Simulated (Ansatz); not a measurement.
# Ru (Ruthenium): the cost of one run

Method: DFT PBE, scalar-relativistic, plane waves, PAW, in Ansatz 0.2.0.

1 further run of the same task is left out (set aside as unsound or not needed).

### 1 The system as given

The structure is hexagonal, space group P6_3/mmc (No. 194). The conventional cell has a = 2.720 Å, b = 2.720 Å, c = 4.297 Å, α = 90.00°, β = 90.00°, γ = 120.00°. Ru (site symmetry -6m2) is surrounded by 12 Ru at 2.66 to 2.72 Å.

As a file:

```
CELL_PARAMETERS angstrom
2.72003 0.00000 0.00000
-1.36001 2.35561 0.00000
0.00000 0.00000 4.29677
ATOMIC_POSITIONS crystal
Ru 0.33333 0.66667 0.25000
Ru 0.66667 0.33333 0.75000
```

It is the result of an earlier relaxation at this level (volume 13.77 Å³/atom; gap on the mesh: none (metal)).

The bulk reference comes from a run made before at the same settings: -5878.6896 eV/atom.

### 2 Cutting the (100) slab

Planes are indexed in the bulk's conventional cell (P6_3/mmc (No. 194)), a = 2.720 Å, b = 2.720 Å, c = 4.297 Å, α = 90.00°, β = 90.00°, γ = 120.00°.

The slab is a (100) slab, 5.5 Å thick as cut, with 15 Å of vacuum; its outer planes are Ru (top) and Ru (bottom).

The slab as cut. Layers, bottom to top:

```tsv
plane	atoms per cell	height over the lowest (Å)
1	Ru	0.00
2	Ru	0.79
3	Ru	2.36
4	Ru	3.14
5	Ru	4.71
6	Ru	5.50
```

### 3 The slab as cut, atoms at the bulk's places

A dipole layer in the vacuum cancels the field that periodic copies would set up if the slab's two faces differ.

Input file input.yaml:

```yaml
crystal:
  lattice:
    - [2.7200250913, 0.0, 0.0]
    - [0.0, 4.2967694967, 0.0]
    - [0.0, 0.0, 20.4964252653]
  atoms:
    - { symbol: Ru, position: [0.0, 0.75, 0.3659174662] }
    - { symbol: Ru, position: [0.5, 0.25, 0.4042267616] }
    - { symbol: Ru, position: [0.5, 0.75, 0.4808453523] }
    - { symbol: Ru, position: [0.0, 0.25, 0.5191546477] }
    - { symbol: Ru, position: [0.0, 0.75, 0.5957732384] }
    - { symbol: Ru, position: [0.5, 0.25, 0.6340825338] }
basis:
  ecutwfc: 420
kpoints:
  mp_grid: { grid: [13, 8, 1] }
hamiltonian:
  xc: pbe
scf:
  occupations: { method: gaussian, width: 0.1 }
output:
  forces: true
  stress: true
  eigenvalues: true
  write_density: true
  write_potential: true
  elf: true
  volumetric_format: npy
efield:
  axis: 3
  dipole_correction: true
```

Run with:

```console
$ ansatz run input.yaml --threads 1 --pin off --max-ram 2560MiB --backend cpu --events-out ev --progress --plain --runs-dir out
```

**Question.** How long does this run take on 1 thread of Intel Xeon Platinum 8259CL at 2.50GHz (Skylake/Cascade Lake), shared host, and how much memory does it need?

About 46 s, with a peak of 0.66 GiB.
